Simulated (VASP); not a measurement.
Here is a VASP 6.6.1 calculation.

File INCAR:

```
SYSTEM = H10CO5
PREC = Accurate
ENCUT = 520
EDIFF = 1E-7
ISMEAR = -1
SIGMA = 0.02
LREAL = Auto
LASPH = .TRUE.
NELM = 100
ALGO = Fast
ISIF = 2
LWAVE = .FALSE.
LCHARG = .FALSE.
GGA = PE
IVDW = 12
NBANDS = 36
```

The input KPOINTS:

```
Automatic mesh
0
G
  1 1 1
  0 0 0
```

Contents of POSCAR:

```
H10CO5
1.0
    5.2511710000      0.0000000000      0.0000000000
    0.0000000000      5.2511710000      0.0000000000
    0.0000000000      0.0000000000      5.2511710000
O H C
5 10 1
Direct
    0.0787252977      0.5496678741      0.9958921543
    0.4600116812      0.8947718518      0.6514927813
    0.1358363687      0.2629889600      0.6029512275
    0.5644645737      0.4501281714      0.2412414298
    0.8045634012      0.9669462297      1.1395934354
    0.0923984384      0.4574027393      0.8311669911
   -0.0935410407      0.5059442932      1.0463570887
    0.5816416948      0.8429167513      0.5161705837
    0.5430026941      0.8820318363      0.8086386827
    0.2227312727      0.3854568819      0.4957370461
    0.2485540844      0.1075760054      0.6099782315
    0.4201539047      0.5079628906      0.1301424006
    0.5655881326      0.2683401474      0.2193034658
    1.1702913503      1.0263805921      1.0248380790
    0.9108635007      0.9543776045      0.7693331640
    0.9667938827      0.9908647043      0.9695361282
```

Potentials or basis: VASP PAW PBE potentials, release 64 (O, H, C).

Command:

```sh
$ cat potpaw_PBE.64/O/POTCAR potpaw_PBE.64/H/POTCAR potpaw_PBE.64/C/POTCAR > POTCAR
$ mpirun -np 1 vasp_gam > vasp.out
```

(1) Estimate the largest force.

(2) What does it give for the band gap on the k mesh?

(3) Estimate the dispersion energy per atom.

Results:

(1) 2.752 eV/Å.

(2) 4.32 eV, direct.

(3) -0.043 eV.

Caveat: the standard files for N, O and F lose accuracy on very short bonds.
